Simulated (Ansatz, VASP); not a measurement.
## Ga3Se: VASP beside Ansatz

INCAR

```
ALGO = Normal
EDIFF = 1E-6
ENCUT = 520
GGA = PE
ISIF = 2
ISMEAR = -1
LASPH = True
LCHARG = False
LREAL = False
LWAVE = False
NBANDS = 30
NELM = 60
PREC = Accurate
SIGMA = 0.05
```

The input KPOINTS:

```
k-points
0
Gamma
  6 6 6
```

File POSCAR:

```
Ga3Se
1.0
    4.3419811414      0.0000000000      0.0000000000
    0.0000000000      4.3419811414      0.0000000000
    0.0000000000      0.0000000000      4.3419811414
Se Ga
1 3
Direct
    0.0000000000      0.0000000000      0.0000000000
    0.5000000000      0.5000000000      0.0000000000
    0.5000000000      0.0000000000      0.5000000000
    0.0000000000      0.5000000000      0.5000000000
```

The input input.yaml:

```yaml
crystal:
  lattice:
    - [4.3419811414, 0.0, 0.0]
    - [0.0, 4.3419811414, 0.0]
    - [0.0, 0.0, 4.3419811414]
  atoms:
    - { symbol: Se, position: [0.0, 0.0, 0.0] }
    - { symbol: Ga, position: [0.5, 0.5, 0.0] }
    - { symbol: Ga, position: [0.5, 0.0, 0.5] }
    - { symbol: Ga, position: [0.0, 0.5, 0.5] }
hamiltonian:
  xc: pbe
  pseudopotentials: { kind: paw }
kpoints:
  mp_grid: { grid: [6, 6, 6] }
scf:
  occupations: { method: fermi_dirac, width: 0.05 }
output:
  forces: true
  stress: true
  eigenvalues: true
```

The cell comes from a database or a generator and needn't be the stable form of this composition.

Alike in both runs: task single point; functional PBE; k mesh 6 × 6 × 6; occupations fermi-dirac, width 0.05 eV; no spin polarisation.

|  | VASP | Ansatz |
| --- | --- | --- |
| version | VASP 6.6.1 | Ansatz 0.2.0 |
| potentials or method | VASP PAW PBE potentials, release 64 (Se, Ga_d) | Ansatz PAW |
| plane-wave cutoff (eV) | 520 | 420 |
| valence electrons in the cell | 45 | 55 |

```tsv
	VASP	Ansatz	Ansatz less VASP
gap on the k mesh at the Fermi level (eV)	none	none	-
pressure (GPa)	2.4	2.1	-0.25
```

A gap of «none» marks a metal or a gap that the smearing closes. The two sets of potentials don't hold the same shells in valence.
